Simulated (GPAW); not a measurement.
**SnO2: single point with TB-mBJ**

The system is SnO2.

```
Sn O
1.0
     1.61709    0.93363    4.80059
    -1.61709    0.93363    4.80059
     0.00000   -1.86726    4.80059
Sn O
1 2
Cartesian
  0.0000 0.0000 7.2009
  0.0000 0.0000 10.9861
  0.0000 0.0000 3.4157
```

Measurements of this composition are mostly on another form, of space group No. 136.

- Program: GPAW 26.7.0
- Task: single point
- Functional: TB-mBJ
- Potentials or basis: GPAW PAW data sets for LDA (gpaw-data 1.2.1)
- Cutoff: 800 eV
- Basis: pw
- k mesh: 6 × 6 × 6
- Occupations: fermi-dirac, width 0.05 eV
- Spin: no spin polarisation
- Maxiter: 150

```yaml
Band_gap_on_the_k_mesh: 3.74 eV, indirect (least direct gap 3.77 eV)
```

Levels at points of the mesh, in eV from the valence-band top:
| k point | band 9 | band 10 | band 11 | band 12 | band 13 | band 14 | band 15 | band 16 | band 17 | band 18 |
| --- | --- | --- | --- | --- | --- | --- | --- | --- | --- | --- |
| (0.00, 0.00, 0.00) | -1.12 | -1.12 | -0.84 | -0.84 | -0.03 | 3.74 | 7.83 | 13.10 | 13.10 | 14.76 |
| (0.50, 0.00, 0.00) | -3.64 | -2.64 | -1.26 | -0.50 | -0.42 | 6.96 | 9.79 | 12.51 | 14.24 | 14.72 |
| (0.50, 0.50, 0.00) | -3.83 | -2.71 | -1.02 | -0.39 | -0.04 | 6.81 | 9.10 | 12.98 | 13.80 | 14.65 |
| (0.50, 0.50, 0.50) | -1.17 | -1.17 | -0.80 | -0.80 | -0.77 | 4.62 | 7.65 | 13.25 | 13.25 | 15.26 |

It took 7.8 min on 1 thread of Intel(R) Xeon(R) Processor @ 2.70GHz (shared host), peak memory 0.38 GiB.

Caveat: a model potential gives levels but no total energy; spin-orbit coupling is left out, which moves the levels of the heavy elements. A k mesh can miss the band edges.
